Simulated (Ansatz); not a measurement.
**AlN (P6_3mc), one atom moved over a plane**

The calculation used DFT PBE, scalar-relativistic, plane waves, PAW in Ansatz 0.2.0. Cutoff 420 eV, Γ-centred 12×12×6 k-points, Gaussian smearing of 0.05 eV. No spin polarisation. Energies are free energies at this smearing, counted from the undisturbed cell; pressure is positive in compression.

Reference structure (relaxed at this level):

```yaml
crystal:
  lattice:
    - [3.13024, 0.00000, 0.00000]
    - [-1.56512, 2.71087, 0.00000]
    - [0.00000, 0.00000, 5.01798]
  atoms:
    - { symbol: Al, position: [0.33333, 0.66667, 0.00173] }
    - { symbol: Al, position: [0.66667, 0.33333, 0.50173] }
    - { symbol: N, position: [0.33333, 0.66667, 0.38327] }
    - { symbol: N, position: [0.66667, 0.33333, 0.88327] }
```

Atom 1 (Al) is moved by p along (1.000, 0.000, 0.000) and q along (0.000, 0.000, 1.000) (Å), all else fixed. Points are written (p, q).

p was sampled at -0.450, -0.225, 0.000, 0.225, 0.450 and q at -0.450, -0.225, 0.000, 0.225, 0.450.

Where on the computed points is the energy highest, and how high?

At (-0.450, -0.450), (0.450, -0.450): 4.17 eV/cell.

Away from (0, 0), which computed point is lowest?

(0.000, -0.225): 0.38 eV/cell.

The map, in eV/cell:

```csv
p \ q,-0.450,-0.225,0.000,0.225,0.450
-0.450,4.17,2.89,1.75,1.62,3.61
-0.225,1.77,0.93,0.39,0.89,3.71
0.000,1.11,0.38,0.00,0.69,3.80
0.225,1.77,0.93,0.39,0.89,3.71
0.450,4.17,2.89,1.75,1.62,3.61
```